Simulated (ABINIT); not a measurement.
Crystal: Os.

```
Os
1.0
     2.73410    0.00000    0.00000
    -1.36705    2.36780    0.00000
     0.00000    0.00000    4.31970
Os
2
Direct
  0.66667 0.33333 0.75000
  0.33333 0.66667 0.25000
```

Program: ABINIT 10.8.3 (patched build). Alike in all runs: cell as given; smearing fermi-dirac 0.05 eV.

Problem. Order these runs on this cell by their pressure, lowest first.
A. level PBEsol; potentials or basis JTH PAW PBE v2.0; spin off; k mesh 9 × 9 × 5; cutoff (eV) 408; fine-grid cutoff 816.342 eV; mesh quality not flagged
B. level LDA; potentials or basis JTH PAW LDA v2.0; spin off; k mesh 9 × 9 × 5; cutoff (eV) 408; fine-grid cutoff 816.342 eV; mesh quality not flagged
C. level RPBE; potentials or basis JTH PAW PBE v2.0; spin SOC, no magnetisation; k mesh 11 × 11 × 6; cutoff (eV) 408; fine-grid cutoff 816.342 eV; mesh quality not flagged
D. level r2SCAN; potentials or basis JTH PAW PBE v2.0; spin off; k mesh 4 × 4 × 2; cutoff (eV) 490; fine-grid cutoff 979.61 eV; mesh quality coarse
E. level PBE; potentials or basis JTH PAW PBE v2.0; spin off; k mesh 14 × 14 × 8; cutoff (eV) 408; fine-grid cutoff 816.342 eV; mesh quality not flagged

Solution. B (-9.1 GPa), A (-2.6 GPa), D (-1.0 GPa), E (8.8 GPa), C (12.9 GPa).

Caveats: some runs use coarse meshes; the PAW data sets were made with another functional, which shifts forces and pressure a little (some runs).
